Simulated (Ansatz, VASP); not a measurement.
# NiO: VASP beside Ansatz

```
CELL_PARAMETERS angstrom
0.00000 2.09131 2.09131
2.09131 0.00000 2.09131
2.09131 2.09131 0.00000
ATOMIC_POSITIONS crystal
Ni 0.00000 0.00000 0.00000
O 0.50000 0.50000 0.50000
```

Alike in both runs: functional revPBE; k mesh 6 × 6 × 6; occupations fermi-dirac, width 0.05 eV; collinear spin.

|  | VASP | Ansatz |
| --- | --- | --- |
| version | VASP 6.6.1 | Ansatz 0.2.0 |
| potentials or method | VASP PAW PBE potentials, release 64 (Ni, O) | Ansatz PAW |
| plane-wave cutoff (eV) | 520 | 420 |
| valence electrons in the cell | 16 | 24 |
| task | single point | projected density of states |

|  | VASP | Ansatz | Ansatz less VASP |
| --- | --- | --- | --- |
| gap on the k mesh at the Fermi level (eV) | none | none | - |
| pressure (GPa) | 8.7 | 8.9 | +0.17 |
| net moment per atom (μB) | 0.87 | 0.88 | +0.008 |
| size of the moment on the site where the two differ most (μB) | 0.27 | 0.28 | +0.017 |

Site moments also hang on the region over which each program counts them. A gap of «none» marks a metal or a gap that the smearing closes. The two sets of potentials don't hold the same shells in valence.

Caveats: the k mesh is coarse (spacing up to 0.43 Å⁻¹), so the values aren't converged; a cell with one magnetic atom can't hold antiferromagnetic order, which such compounds often take; semilocal functionals often make such compounds metallic where correlation or magnetic order opens a gap, which also shifts bond lengths; the PAW data sets were made with another functional, which shifts forces and pressure a little (VASP); the pressure holds a Pulay correction of +0.7 GPa for the finite cutoff (Ansatz); the PAW data sets come from PBE, with cores solved anew for the run's functional, which leaves a small shift of forces and pressure (Ansatz); the density of states is complete only up to the lowest level of the last band computed (Ansatz).
